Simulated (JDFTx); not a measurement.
The system is InP.

```xyz
2
Lattice="0.0000 2.9305 2.9305 2.9305 0.0000 2.9305 2.9305 2.9305 0.0000" Properties=species:S:1:pos:R:3 pbc="T T T"
In    0.0000    0.0000    0.0000
P     4.3957    4.3957    4.3957
```

Base run:

| Property | Result |
| --- | --- |
| Program | JDFTx 1.7.0 (patched build) |
| Functional | PBE |
| Potentials or basis | PseudoDojo-SR-PBE-0.5-standard with smoothed tails |
| Cutoff | 952 eV |
| Density cutoff | 7619 eV |
| k mesh | 8 × 8 × 8 |
| Occupations | fermi-dirac, width 0.05 eV |
| Spin | no spin polarisation |

Its results: band gap on the k mesh 0.71 eV, direct; pressure 3.4 GPa.

Problem. The run is repeated on the same cell with these changes: functional from PBE to BLYP. What comes out?

Solution. Band gap on the k mesh 0.63 eV, direct; pressure 6.9 GPa.

BLYP binds less tightly than PBE, so the same cell stands under more pressure.

Caveats: the empty levels aren't tightly converged; spin-orbit coupling is left out, which moves the levels of the heavy elements; the potentials were made for another functional, which shifts forces and pressure (some runs).

